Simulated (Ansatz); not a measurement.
**ZnO and its competing phases**

Theory: Ansatz, DFT PBE, scalar-relativistic, plane waves, PAW. Settings: cutoff 420 eV, Γ-centred meshes spaced at most about 0.3 Å⁻¹ (2π included), Gaussian smearing. No spin polarisation.

Formation energies are uncorrected and refer to the elements' standard structures at the same level (O₂ as a molecule).

All energies are static (0 K, no zero-point motion).

The competitors are the elements and 2 reference phases of this chemical system (from databases or known types: Zn5O12, ZnO), relaxed at the same level; other known phases may be missing.

The candidate was reached from: a relaxed cell, shaken at random and relaxed again.

Space group Pmmn:1 (No. 59). a = 3.350 Å, b = 10.152 Å, c = 4.752 Å, α = 90.00°, β = 90.00°, γ = 90.00°
| atom | site | symmetry | x | y | z |
| --- | --- | --- | --- | --- | --- |
| Zn | 4e | m.. | 0.5000 | 0.8515 | 0.1075 |
| Zn | 2a | mm2 | 0.0000 | 0.0000 | 0.6113 |
| O | 2b | mm2 | 0.5000 | 0.0000 | 0.3743 |
| O | 4e | m.. | 0.0000 | 0.8480 | 0.8720 |

Question: Where does it stand against these competitors?

Answer: Not the lowest form: another structure of the same formula lies lower. Its formation energy is -1.334 eV/atom. The lowest competing phase at this composition is this:

```tsv
phase	space group	source	share of atoms	ΔE_f (eV/atom)
ZnO	P6_3mc (No. 186)	Materials Project	1.0000	-1.424
```

The candidate lies 90 meV/atom above this phase. The candidate matches no cell in the subsets of the Crystallography Open Database and the Materials Project at hand. It is metastable at best. Whether it is a true minimum wasn't tested by phonons.
